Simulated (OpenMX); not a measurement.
HfN:

```
Hf N
1.0
     0.00000    2.25600    2.25600
     2.25600    0.00000    2.25600
     2.25600    2.25600    0.00000
Hf N
1 1
Direct
  0.00000 0.00000 0.00000
  0.50000 0.50000 0.50000
```

```yaml
Program: OpenMX 3.8.5
Task: single point
Functional: PBE
Potentials_or_basis: OpenMX 2013 PBE set, Hf7.0-s3p2d2f1, N6.0-s2p2d1, grid cutoff 400 Ry
k_mesh: 11 × 11 × 11
Occupations: fermi-dirac, width 0.05 eV
Spin: no spin polarisation
```

On this cell: pressure 5.1 GPa; largest force zero by symmetry; band gap on the k mesh none (metal or under the smearing width).

The same run follows on a disturbed copy (atoms moved at random, drawn with an rms of 0.05 Å):

```
Hf N
1.0
     0.00000    2.25600    2.25600
     2.25600    0.00000    2.25600
     2.25600    2.25600    0.00000
Hf N
1 1
Direct
  0.02558 0.01152 0.98645
  0.48681 0.50285 0.51365
```

Q: What changes?

A: The energy (extrapolated to zero smearing) moves by +44.2 meV/atom; pressure 7.1 GPa; largest force 1.479 eV/Å; band gap on the k mesh none (metal or under the smearing width).

Forces in eV/Å, atoms in the order of the input:
```
Hf   0.536 -0.325 -1.340
N   -0.535  0.327  1.338
```

Caveats: the basis of atomic orbitals isn't converged, which shifts pressures, moduli and gaps.
